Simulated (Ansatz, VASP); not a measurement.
**One calculation of AlNi3, two programs**

```
Al Ni
1.0
     0.00000    2.80189    2.80189
     2.80189    0.00000    2.80189
     2.80189    2.80189    0.00000
Al Ni
1 3
Direct
  0.50000 0.50000 0.50000
  0.25000 0.25000 0.25000
  0.00000 0.00000 0.00000
  0.75000 0.75000 0.75000
```

Alike in both runs: task relaxation of cell and atoms; functional PBEsol; k mesh 1 × 1 × 1; occupations gaussian, width 0.1 eV; no spin polarisation.

|  | VASP | Ansatz |
| --- | --- | --- |
| version | VASP 6.6.1 | Ansatz 0.2.0 |
| potentials or method | VASP PAW PBE potentials, release 64 (Al, Ni) | scalar-relativistic, plane waves, PAW |
| plane-wave cutoff (eV) | 600 | 420 |
| valence electrons in the cell | 33 | 57 |

|  | VASP | Ansatz | Ansatz less VASP |
| --- | --- | --- | --- |
| relaxed volume (Å³/atom) | 11.20 | 11.18 | -0.014 |
| relaxed cell length with the largest relative difference (Å) | 3.986 | 3.985 | -0.0016 |
| energy change over the relaxation (meV/atom) | -2 | -2 | +0.3 |

The two sets of potentials don't hold the same shells in valence.

Caveats: the k mesh is coarse (spacing up to 1.94 Å⁻¹), so the values aren't converged; the PAW data sets were made with another functional, which shifts forces and pressure a little (VASP). Spin polarisation is off, so any magnetic state and its effect on volume and gap are missing.
